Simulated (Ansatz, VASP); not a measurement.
## Two plane-wave programs on AlN

```
CELL_PARAMETERS angstrom
3.09074 0.00000 0.00000
-1.54537 2.67666 0.00000
0.00000 0.00000 4.94117
ATOMIC_POSITIONS crystal
Al 0.33333 0.66667 0.99890
Al 0.66667 0.33333 0.49890
N 0.33333 0.66667 0.38110
N 0.66667 0.33333 0.88110
```

Alike in both runs: functional PBE; k mesh 10 × 10 × 6; occupations gaussian, width 0.05 eV; no spin polarisation.

Ansatz relaxed the structure, and its values are those at the end. VASP's run is a single point on that final structure, the one shown.

```csv
,VASP,Ansatz
version,VASP 6.6.1,Ansatz 0.2.0
potentials or method,"VASP PAW PBE potentials, release 64 (Al, N)","scalar-relativistic, plane waves, PAW"
plane-wave cutoff (eV),520,420
valence electrons in the cell,16,16
```

```tsv
	VASP	Ansatz	Ansatz less VASP
gap on the k mesh at the Fermi level (eV)	4.39	4.38	-0.012
least direct gap on the mesh (eV)	4.39	4.38	-0.012
pressure (GPa)	8.3	8.5	+0.24
rms of the force components (eV/Å)	0.004	0.004	+0.0002
```

The functional is the same, so the differences come from potentials, cutoffs and numerics.

A k mesh can miss the band edges. PBE gaps usually lie below the measured ones, often by a third to a half.
